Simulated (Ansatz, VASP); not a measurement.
Au in VASP and in Ansatz

```
Au
1.0
     2.82328    0.00000    0.00000
    -1.41164    2.44503    0.00000
     0.00000    0.00000    2.80245
Au
1
Direct
  0.00000 0.00000 0.00000
```

Alike in both runs: functional PBE; k mesh 15 × 15 × 14; occupations fermi-dirac, width 0.08 eV; no spin polarisation.

Ansatz relaxed the structure, and its values are those at the end. VASP's run is a single point on that final structure, the one shown.

```csv
,VASP,Ansatz
version,VASP 6.6.1,Ansatz 0.2.0
potentials or method,"VASP PAW PBE potentials, release 64 (Au)","PAW with Ansatz's default frozen-core files, scalar-relativistic"
plane-wave cutoff (eV),520,420
valence electrons in the cell,11,19
```

|  | VASP | Ansatz | Ansatz less VASP |
| --- | --- | --- | --- |
| pressure (GPa) | -0.2 | 0.0 | +0.20 |

The two sets of potentials don't hold the same shells in valence.

The runs have no spin-orbit coupling, so splittings on Au are missing.
